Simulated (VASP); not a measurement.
Input:

```xyz
2
Lattice="0.0000 3.0842 3.0842 3.0842 0.0000 3.0842 3.0842 3.0842 0.0000" Properties=species:S:1:pos:R:3 pbc="T T T"
Al     0.0000     0.0000     0.0000
Sb     1.5421     1.5421     1.5421
```

All values below come from PBEsol GGA, VASP's PBE PAW potentials (set 64) (plane waves; VASP). Settings: 400 eV cut-off, 13×13×13 Γ-centred mesh, Gaussian smearing of 0.010 eV, potentials Al Sb.

Question: Predict the energy per atom (σ→0).

Answer: 
- energy per atom (σ→0) = -4435 meV/atom

The compound is AlSb in the zinc blende structure. It was relaxed first.
